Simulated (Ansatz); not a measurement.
Crystal: Pd.

```
CELL_PARAMETERS angstrom
-1.57228 1.57228 1.57228
1.57228 -1.57228 1.57228
1.57228 1.57228 -1.57228
ATOMIC_POSITIONS crystal
Pd 0.00000 0.00000 0.00000
```

This isn't the form of Pd at room conditions, which is fcc.

- Program: Ansatz 0.2.0
- Task: relaxation of cell and atoms
- Functional: PBEsol
- Potentials or basis: Ansatz PAW
- Cutoff: 420 eV (not typed: the program's choice for these potentials)
- k mesh: 12 × 12 × 12
- Occupations: fermi-dirac, width 0.05 eV
- Spin: no spin polarisation

At the start: volume 15.55 Å³/atom.

How do energy, volume and symmetry change on relaxing?

It ends after 5 steps and the volume is 14.66 Å³/atom (-5.7 %); space group Im-3m (No. 229, to 0.05 Å).

The path:
```
step  energy change (eV)  largest force (eV/Å)  volume (Å³)
   1              0.0000                0.0000        15.55
   2             -0.0041                0.0000        13.92
   3             -0.0293                0.0000        14.76
   4             -0.0298                0.0000        14.66
   5             -0.0295                0.0000        14.66
```

Final structure:
```
Pd
1.0
    -1.54175    1.54175    1.54175
     1.54175   -1.54175    1.54175
     1.54175    1.54175   -1.54175
Pd
1
Direct
  0.00000 0.00000 0.00000
```

Caveat: the plane-wave basis is chosen anew once the cell has moved, so the energies of steps on either side of that aren't comparable; the PAW data sets come from PBE, with cores solved anew for the run's functional, which leaves a small shift of forces and pressure.
